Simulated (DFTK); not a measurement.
# Cr (Im-3m) in DFTK: equation of state

How stiff is Cr in PBEsol, and what volume does it want? The cell is scaled to several volumes.

Program: DFTK 0.8.2. These are calculated values, not measurements. Logs are shortened: lines on timing, memory, paths and dates and some standing lists are left out, and cuts for length are marked.

### Step 1. The crystal as given

Symmetry: Im-3m, No. 229, cubic system. The conventional cell has a = 2.969 Å, b = 2.969 Å, c = 2.969 Å, α = 90.00°, β = 90.00°, γ = 90.00°. Around Cr (site symmetry m-3m) lie 8 Cr at 2.57 Å.

### Step 2. Equation of state, PBEsol, collinear spin, ferromagnetic start

File run.jl:

```julia
using DFTK
using PseudoPotentialData
using Unitful, UnitfulAtomic
using LinearAlgebra, Printf
include("save.jl")
disable_threading()

# lattice vectors are the columns
lattice = austrip(1u"Å") * [ -1.4844496776   1.4844496776   1.4844496776;
             1.4844496776  -1.4844496776   1.4844496776;
             1.4844496776   1.4844496776  -1.4844496776]
symbols   = [:Cr]
positions = [[0.0, 0.0, 0.0]]
pseudopotentials = PseudoFamily("dojo.nc.sr.pbesol.v0_4_1.standard.upf")
elements = Dict(s => ElementPsp(s, pseudopotentials) for s in unique(symbols))
atoms    = [elements[s] for s in symbols]
magnetic_moments = [3.0]

build_model(lattice, positions; symmetries=true) =
    model_DFT(lattice, atoms, positions;
              functionals=PBEsol(),
              magnetic_moments,
              spin_polarization=:collinear,
              temperature=austrip(0.05u"eV"),
              smearing=Smearing.FermiDirac(),
              symmetries)
Ecut  = 47.0  # hartree
kgrid = [12, 12, 12]
tol   = 1e-6
to_GPa = ustrip(uconvert(u"GPa", 1u"hartree/bohr^3"))

results["points"] = []
for scale in [0.94, 0.96, 0.98, 1.0, 1.02, 1.04, 1.06]
    println("\n=== scale = ", scale)
    model = build_model(cbrt(scale) * lattice, positions)
    basis = PlaneWaveBasis(model; Ecut, kgrid)
    t0 = time()
    scfres = self_consistent_field(basis;
                                   tol,
                                   ρ=guess_density(basis, magnetic_moments),
                                   nbandsalg=AdaptiveBands(model; n_bands_converge=13))
    seconds = time() - t0
    @printf "SCF: %d iterations, %.1f s\n" scfres.n_iter seconds
    forces = compute_forces_cart(scfres)
    stress = compute_stresses_cart(scfres)
    @printf "V = %.5f Å^3  F = %.8f Ha  max force = %.5f eV/Å  p = %.4f GPa\n" ustrip(auconvert(u"Å^3", model.unit_cell_volume)) scfres.energies.total ustrip(auconvert(u"eV/Å", maximum(norm, forces))) (-tr(stress) / 3 * to_GPa)
    push!(results["points"], save_scf!(scfres; forces, stress, d=Dict{String,Any}("seconds" => seconds, "n_matvec" => get(scfres, :n_matvec, 0))))
end

# third-order Birch-Murnaghan fit in x = V^(-2/3)
V = [0.94, 0.96, 0.98, 1.0, 1.02, 1.04, 1.06] * abs(det(lattice))
E = [p["total"] for p in results["points"]]
x = V .^ (-2 / 3)
c = [x .^ 0 x x .^ 2 x .^ 3] \ E
Δ = c[3]^2 - 3c[2] * c[4]
if Δ > 0
    x0 = (-c[3] + sqrt(Δ)) / 3c[4]
    B0 = 4 / 9 * x0^(7 / 2) * (2c[3] + 6c[4] * x0)
    @printf "V0 = %.4f Å^3  B0 = %.2f GPa\n" ustrip(auconvert(u"Å^3", x0^(-3 / 2))) B0 * to_GPa
end
```

Potentials or basis: dojo.nc.sr.pbesol.v0_4_1.standard.upf (PBEsol).

Launch:

```sh
> julia --threads=1 run.jl  # save.jl only writes the numbers to a file and isn't shown; printed stress counts tension as positive; times include loading and compiling
```

Output:

```text
=== scale = 0.94
n     Energy            log10(ΔE)   log10(Δρ)   Magnet   |Magn|   Diag   Δtime
---   ---------------   ---------   ---------   ------   ------   ----   ------
  1   -88.75678521859                   -0.31    0.820    0.843    4.5    7.68s
  2   -88.85038979504       -1.03       -0.59    0.343    0.376    1.8    4.20s
  3   -88.89896696909       -1.31       -1.33   -0.045    0.045    3.0    5.13s
  4   -88.89859229727   +   -3.43       -1.48    0.015    0.022    1.0    3.65s
  5   -88.89952262075       -3.03       -1.93   -0.005    0.005    1.3    3.65s
  6   -88.89955670174       -4.47       -2.32    0.001    0.001    1.0    3.13s
  7   -88.89956319216       -5.19       -2.71    0.001    0.001    2.0    3.67s
  8   -88.89956449447       -5.89       -3.20    0.000    0.000    1.5    3.47s
  9   -88.89956494377       -6.35       -3.71   -0.000    0.000    2.0    3.84s
 10   -88.89956495007       -8.20       -4.60    0.000    0.000    1.3    3.21s
[... 69 further cycles ...]
  4   -88.88714416059   +   -3.45       -1.46    0.034    0.045    1.0    4.74s
  5   -88.88809208566       -3.02       -1.90   -0.010    0.010    1.4    5.25s
  6   -88.88810742179       -4.81       -2.32    0.002    0.003    1.0    6.05s
  7   -88.88811444647       -5.15       -2.55    0.002    0.002    1.9    6.06s
  8   -88.88811992286       -5.26       -3.17   -0.000    0.000    1.5    5.13s
  9   -88.88812004860       -6.90       -3.69   -0.000    0.000    1.9    6.43s
 10   -88.88812006034       -7.93       -4.40    0.000    0.000    1.5    5.23s
 11   -88.88812006104       -9.15       -4.91   -0.000    0.000    2.3    6.29s
 12   -88.88812006128       -9.62       -5.52   -0.000    0.000    1.6    6.37s
 13   -88.88812006131      -10.44       -6.15    0.000    0.000    2.1    6.22s
SCF: 13 iterations, 83.0 s
V = 13.86955 Å^3  F = -88.88812006 Ha  max force = 0.00000 eV/Å  p = -38.8664 GPa
V0 = 11.1539 Å^3  B0 = 287.33 GPa
```

Run time: 13 min. Hardware: 1 thread of Intel Xeon 6975P-C (Granite Rapids), shared host; peak memory 2 GiB.

Results:

| Item | Value |
| --- | --- |
| Equilibrium volume | 11.15 Å³/atom (rough: see the caveat) |
| Bulk modulus | 287 GPa (rough) |

Energy against volume, from the lowest point:
```tsv
volume (Å³/atom)	energy (meV/atom)
12.299	0.00
12.561	40.03
12.823	85.63
13.084	136.13
13.346	190.95
13.608	249.54
13.870	311.43
```

Caveat: the minimum lies outside the volumes run.

### Step 3. Single point, PBEsol, collinear spin, ferromagnetic start, 12.30 Å³/atom (volume scaled by 0.94)

run.jl is that of step 2.

Potentials or basis: dojo.nc.sr.pbesol.v0_4_1.standard.upf (PBEsol).

Launch:

```sh
> julia --threads=1 run.jl  # one pass of the loop, scale = 0.94; save.jl only writes the numbers to a file and isn't shown; printed stress counts tension as positive; times include loading and compiling
```

Wall time 50 s (1 thread of Intel Xeon 6975P-C (Granite Rapids), shared host).

Results (log left out):

| Quantity | Value |
| --- | --- |
| Free energy | -2419.0804 eV |
| Pressure | -22.7 GPa |
| Band gap on the k mesh | none (metal or under the smearing width) |
| Net moment | 0.00 μB per cell |
| Absolute moment | 0.00 μB per cell |

Caveat: the minimum lies outside the volumes run; the starting moments collapsed, and a magnetic state may lie lower.

### Step 4. Single point, PBEsol, collinear spin, ferromagnetic start, 12.56 Å³/atom (volume scaled by 0.96)

run.jl is that of step 3.

Launch:

```sh
> julia --threads=1 run.jl  # one pass of the loop, scale = 0.96; save.jl only writes the numbers to a file and isn't shown; printed stress counts tension as positive; times include loading and compiling
```

Run time: 45 s. Hardware: 1 thread of Intel Xeon 6975P-C (Granite Rapids), shared host.

It converged, with:

```
Free energy            : -2419.0404 eV
Pressure               : -26.3 GPa
Band gap on the k mesh : none (metal or under the smearing width)
Net moment             : 0.00 μB per cell
Absolute moment        : 0.00 μB per cell
```

Caveat: the minimum lies outside the volumes run; the starting moments collapsed, and a magnetic state may lie lower.

### Step 5. Single point, PBEsol, collinear spin, ferromagnetic start, 12.82 Å³/atom (volume scaled by 0.98)

run.jl is that of step 4.

Launch:

```sh
> julia --threads=1 run.jl  # one pass of the loop, scale = 0.98; save.jl only writes the numbers to a file and isn't shown; printed stress counts tension as positive; times include loading and compiling
```

Run time: 48 s. Hardware: 1 thread of Intel Xeon 6975P-C (Granite Rapids), shared host.

The run converged. Its results:

* Free energy: -2418.9948 eV
* Pressure: -29.5 GPa
* Band gap on the k mesh: none (metal or under the smearing width)
* Net moment: 0.00 μB per cell
* Absolute moment: 0.00 μB per cell

Caveat: the minimum lies outside the volumes run; the starting moments collapsed, and a magnetic state may lie lower.

### Step 6. Single point, PBEsol, collinear spin, ferromagnetic start, 13.08 Å³/atom

run.jl is that of step 5.

Potentials or basis: dojo.nc.sr.pbesol.v0_4_1.standard.upf (PBEsol).

Launch:

```sh
> julia --threads=1 run.jl  # one pass of the loop, scale = 1.0; save.jl only writes the numbers to a file and isn't shown; printed stress counts tension as positive; times include loading and compiling
```

Run time: 48 s. Hardware: 1 thread of Intel Xeon 6975P-C (Granite Rapids), shared host.

Results (log left out):

```
Free energy            : -2418.9443 eV
Pressure               : -32.3 GPa
Band gap on the k mesh : none (metal or under the smearing width)
Net moment             : 0.00 μB per cell
Absolute moment        : 0.00 μB per cell
```

Caveat: the minimum lies outside the volumes run; the starting moments collapsed, and a magnetic state may lie lower.

### Step 7. Single point, PBEsol, collinear spin, ferromagnetic start, 13.35 Å³/atom (volume scaled by 1.02)

run.jl is that of step 6.

Launch:

```sh
> julia --threads=1 run.jl  # one pass of the loop, scale = 1.02; save.jl only writes the numbers to a file and isn't shown; printed stress counts tension as positive; times include loading and compiling
```

It took 86 s on 1 thread of Intel Xeon 6975P-C (Granite Rapids), shared host.

The run converged. Its results:

```yaml
Free_energy: -2418.8895 eV
Pressure: -34.8 GPa
Band_gap_on_the_k_mesh: none (metal or under the smearing width)
Net_moment: 0.00 μB per cell
Absolute_moment: 0.00 μB per cell
```

Caveat: the minimum lies outside the volumes run; the starting moments collapsed, and a magnetic state may lie lower.

### Step 8. Single point, PBEsol, collinear spin, ferromagnetic start, 13.61 Å³/atom (volume scaled by 1.04)

run.jl is that of step 7.

Launch:

```sh
> julia --threads=1 run.jl  # one pass of the loop, scale = 1.04; save.jl only writes the numbers to a file and isn't shown; printed stress counts tension as positive; times include loading and compiling
```

Run time: 89 s. Hardware: 1 thread of Intel Xeon 6975P-C (Granite Rapids), shared host.

Results (log left out):

```yaml
Free_energy: -2418.8309 eV
Pressure: -37.0 GPa
Band_gap_on_the_k_mesh: none (metal or under the smearing width)
Net_moment: 0.00 μB per cell
Absolute_moment: 0.00 μB per cell
```

Caveat: the minimum lies outside the volumes run; the starting moments collapsed, and a magnetic state may lie lower.

### Step 9. Single point, PBEsol, collinear spin, ferromagnetic start, 13.87 Å³/atom (volume scaled by 1.06)

run.jl is that of step 8.

Potentials or basis: dojo.nc.sr.pbesol.v0_4_1.standard.upf (PBEsol).

Launch:

```sh
> julia --threads=1 run.jl  # one pass of the loop, scale = 1.06; save.jl only writes the numbers to a file and isn't shown; printed stress counts tension as positive; times include loading and compiling
```

It took 83 s on 1 thread of Intel Xeon 6975P-C (Granite Rapids), shared host.

Results:

```yaml
Free_energy: -2418.7690 eV
Pressure: -38.9 GPa
Band_gap_on_the_k_mesh: none (metal or under the smearing width)
Net_moment: 0.00 μB per cell
Absolute_moment: 0.00 μB per cell
```

Caveat: the minimum lies outside the volumes run; the starting moments collapsed, and a magnetic state may lie lower.
